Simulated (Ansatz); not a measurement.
## SnTe: equation of state with LDA

Crystal: SnTe.

```
Te Sn
1.0
     0.00000    3.61115    3.61115
     3.61115    0.00000    3.61115
     3.61115    3.61115    0.00000
Te Sn
1 1
Cartesian
  1.8056 1.8056 1.8056
  0.0000 0.0000 0.0000
```

Measurements of this composition are mostly on another form, of space group No. 225.

- Program: Ansatz 0.2.0
- Task: equation of state
- Functional: LDA
- Potentials or basis: Ansatz PAW
- Cutoff: 420 eV
- Density cutoff: 1680 eV
- k mesh: 6 × 6 × 6
- Occupations: fermi-dirac, width 0.05 eV
- Spin: no spin polarisation

- Equilibrium volume: 42.96 Å³/atom (rough: see the caveat)
- Bulk modulus: 28 GPa (rough)

Energy against volume, from the lowest point:
| volume (Å³/atom) | energy (meV/atom) |
| --- | --- |
| 44.265 | 0.00 |
| 45.207 | 6.28 |
| 46.149 | 15.43 |
| 47.091 | 27.16 |
| 48.033 | 41.23 |
| 48.974 | 57.41 |
| 49.916 | 75.48 |

All runs of the series together: 16 s on 2 threads of Arm Neoverse V1, with other jobs on the host.

Caveat: the minimum lies outside the volumes run. The run has no spin-orbit coupling, so splittings on Te are missing.
